Question

I ran MoSi₂ in one fixed cell with five gradient-corrected functionals and want to know how each would change the cell size. BP86 and revPBE give almost the same pressure. May I treat them as equivalent for this material, and read the pressure as a measure of how far each functional departs from PBE?

Calculated values. Plane-wave DFT with ABINIT 10.8.3 for MoSi₂ (space group I4/mmm) at one fixed geometry, without spin polarisation, spin-orbit coupling or a dispersion correction. All runs use a 12 × 12 × 12 k-point mesh and Fermi-Dirac smearing of 0.05 eV. Pressure and stress are positive in compression, and z lies along the tetragonal c axis.

```
functional                               potentials  wave cutoff  pressure (GPa)  stress xx (GPa)  stress zz (GPa)
       PBE                         JTH-PAW-PBE-v2.0   408.171 eV           2.340            2.710            1.580
    PBEsol  PseudoDojo-NC-SR-PBEsol-v0.4.1-standard   1088.46 eV          -2.700           -2.270           -3.550
    revPBE                         JTH-PAW-PBE-v2.0   408.171 eV           4.100            4.420            3.440
      RPBE                         JTH-PAW-PBE-v2.0   408.171 eV           4.740            5.050            4.120
      BP86                         JTH-PAW-PBE-v2.0   408.171 eV           4.210            4.810            3.000
```

Answer

The pressure does tell you which way the volume would go: where it is positive, this cell would expand. As a measure of how a functional differs from PBE it fails for BP86, and your own stress components show it. BP86 lies 0.39 GPa above revPBE along x and 0.44 GPa below it along z. The pressure averages over the three directions, with the x value counted twice, so these differences partly cancel and leave only 0.11 GPa.

The failure is clearest when both are compared with PBE. Going to revPBE lowers the difference between the xx and zz stresses by 0.15 GPa, while going to BP86 raises it by 0.68 GPa. The force left on the silicon atoms behaves in the same way, falling with revPBE and rising with BP86, and so does the electronic charge inside the silicon spheres. The two functionals reach nearly the same pressure while shifting all three of these quantities in opposite directions.

The simple picture works for part of your table, and its success there helps to explain the failure. Gradient-corrected exchange rewards places where the density varies quickly relative to its own size. The usual measure is the reduced gradient s, and the enhancement factor F(s) says by how much the exchange energy there exceeds that of a uniform electron gas. When the crystal expands, the density between the atoms thins out and s rises. A functional whose F climbs more steeply therefore gains more energy from expansion and pushes outward.

PBE, revPBE and RPBE share the same correlation and the same F at small s. They part only at larger s, where revPBE and RPBE climb above PBE in a similar way. Up to moderate s their excesses over PBE have nearly the same shape, so the ratio between them should change little across the regions that matter for bonding. However the regions are weighted, the pressure shifts should then stand in about that ratio:

ΔP(revPBE) / ΔP(RPBE) ≈ ΔF(revPBE) / ΔF(RPBE)

Here ΔP and ΔF are the differences from PBE. At s = 1 the known forms of the functionals give

0.01418 / 0.01966 = 0.72

and your pressures give

(4.10 − 2.34) / (4.74 − 2.34) = 1.76 / 2.40 = 0.73

No pressure was used to set the estimate, and it barely depends on the chosen s, staying between 0.71 and 0.76 for s from 0.5 to 1.5. It tests only the ratio of the two shifts, not their size. The changes in the silicon force from PBE to revPBE and to RPBE stand in the same ratio, 0.01868 / 0.02588 = 0.72. Within this family one number, the strength of the enhancement, is a fair description. Another functional that kept PBE's correlation and small-s behaviour but climbed faster beyond it should also push outward.

BP86 does not belong to that family. Its exchange part, B88, already differs from PBE at small s, and its excess has another shape: it is 4.7 times that of revPBE at s = 0.5 but only 0.29 times at s = 1.5. A single s between these values could be picked to make the two equal, but that would be a fit to the matching pressures, not an explanation. What pushes outward is the growth of the excess with s; a constant excess would only strengthen exchange everywhere, which favours a denser crystal. The excess of B88 builds up early, to 0.0056 at s = 0.5 against 0.0012 for revPBE. From there to s = 1.0 it hardly changes, while that of revPBE climbs to 0.014. The two are therefore expected to push from different regions of the crystal, which can shift the balance between x and z even when the total push is similar. One strength cannot represent both. But this shape alone does not explain why BP86 ends up at nearly the same pressure as revPBE.

How much of the BP86 deviation comes from this shape is not settled by these runs. BP86 also has a different correlation part, and it was run with PAW datasets made for PBE. So were revPBE and RPBE, which behave regularly, but that does not clear the datasets for BP86. Repeating the BP86 run with a dataset generated for BP86 would show what the mismatch contributes.

The PBEsol row needs a separate caution. Its pressure lies below PBE's, as expected from its weaker exchange enhancement. But it alone uses norm-conserving potentials and a different cutoff, so the 5.04 GPa between PBE and PBEsol is not a pure functional effect. A PBE run with the same kind of potentials would separate the two. The convergence of the stress with the cutoff was not tested either, so the absolute pressures are less certain than the differences among the four PAW rows.

For the cell size itself, the BP86 shift is modest. Dividing a pressure by three times the bulk modulus gives the relative change of an edge. With a bulk modulus of roughly 200 GPa, a recalled value, the 1.87 GPa between BP86 and PBE amounts to about 0.3 % in length. This assumes equal strain along all edges, which a tetragonal crystal need not show, and the silicon atoms have not been allowed to relax. The difference between xx and zz is therefore not yet a prediction of the c/a ratio; for that, relax the cell and the atoms with each functional.

Before calling two functionals equivalent, compare the separate stress components and the forces as well as the pressure. The printed analysis below lists the changes in pressure, in the difference between xx and zz, and in the silicon force for each functional.

Numerical output:

```
Stress and its change from PBE in GPa:
     row  xx minus zz  pressure change  anisotropy change  rough edge change in percent
     PBE         1.13                0                  0                          0.39
  PBEsol         1.28            -5.04               0.15                         -0.45
  revPBE         0.98             1.76              -0.15                        0.6833
    RPBE         0.93              2.4               -0.2                          0.79
    BP86         1.81             1.87               0.68                        0.7017
Residual Si force in eV/A:
     row   force  change from PBE  change per GPa
     PBE  0.2739                0               0
  PBEsol   0.323          0.04904        -0.00973
  revPBE  0.2552         -0.01868        -0.01061
    RPBE   0.248         -0.02588        -0.01078
    BP86    0.31          0.03607         0.01929
Exchange enhancement in excess of PBE:
     row  at s 0.5  at s 1.0  at s 1.5
     PBE         0         0         0
  PBEsol  -0.02164  -0.06537  -0.09944
  revPBE  0.001189   0.01418   0.04766
    RPBE  0.001675   0.01966   0.06307
    BP86  0.005621  0.005647   0.01394
pressure shift of revPBE over that of RPBE: 0.7333
excess enhancement revPBE over RPBE at s 0.5: 0.71
excess enhancement revPBE over RPBE at s 1.0: 0.721
excess enhancement revPBE over RPBE at s 1.5: 0.7558
excess enhancement B88 over revPBE at s 0.5: 4.726
excess enhancement B88 over revPBE at s 1.5: 0.2924
BP86 minus revPBE in stress xx in GPa: 0.39
BP86 minus revPBE in stress zz in GPa: -0.44
Si sphere charge change from PBE to revPBE in electrons: -0.0075
Si sphere charge change from PBE to RPBE in electrons: -0.0096
Si sphere charge change from PBE to BP86 in electrons: 0.0121
rough edge difference BP86 minus PBE in percent: 0.3117
```
